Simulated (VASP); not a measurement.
Write the native input for VASP 6.6.1 that does the following.

```yaml
Task: Born charges and dielectric tensor
Functional: LDA
Potentials_or_basis: VASP PAW LDA potentials, release 64 (Cd, Te)
Cutoff: 600 eV
k_mesh: 10 × 10 × 10
Occupations: gaussian, width 0.02 eV
Spin: no spin polarisation
Further_INCAR_settings: ALGO = Fast; EDIFF = 1e-08; IBRION = 8; NSW = 1
```

The structure of CdTe lies in POSCAR:

```
CdTe
1.0
    0.0000000000      3.2096500000      3.2096500000
    3.2096500000      0.0000000000      3.2096500000
    3.2096500000      3.2096500000      0.0000000000
Cd Te
1 1
Direct
    0.0000000000      0.0000000000      0.0000000000
    0.7500000000      0.7500000000      0.7500000000
```

The cell is a database's computed one.

These files were run (other wordings do the same):

INCAR

```
ALGO = Fast
EDIFF = 1E-8
ENCUT = 600
GGA = CA
IBRION = 8
ISIF = 2
ISMEAR = 0
LASPH = T
LCHARG = F
LEPSILON = T
LREAL = F
LWAVE = F
NELM = 80
NSW = 1
PREC = Accurate
SIGMA = 0.02
```

KPOINTS

```
k-points
0
Gamma
  10 10 10
```

Potentials or basis: VASP PAW LDA potentials, release 64 (Cd, Te).

Run with:

```console
$ cat potpaw_LDA.64/Cd/POTCAR potpaw_LDA.64/Te/POTCAR > POTCAR
$ mpirun -np 1 vasp_std > vasp.out
```

It gave:

| Quantity | Value |
| --- | --- |
| Band gap on the k mesh | 0.64 eV, direct |
| Electronic dielectric tensor (diagonal) | 10.67 |
| Born charges (mean of the diagonal) | Cd +2.17; Te -2.17 e |
| Highest phonon frequency at Γ, LO-TO splitting left out | 149 cm⁻¹ |

Caveat: the gap is small at this level, which inflates the dielectric constant; spin-orbit coupling is left out, which moves the levels of the heavy elements.

Wall time 8.9 min on 1 thread of Intel(R) Xeon(R) 6975P-C (Granite Rapids) (shared host), peak memory 0.57 GiB.
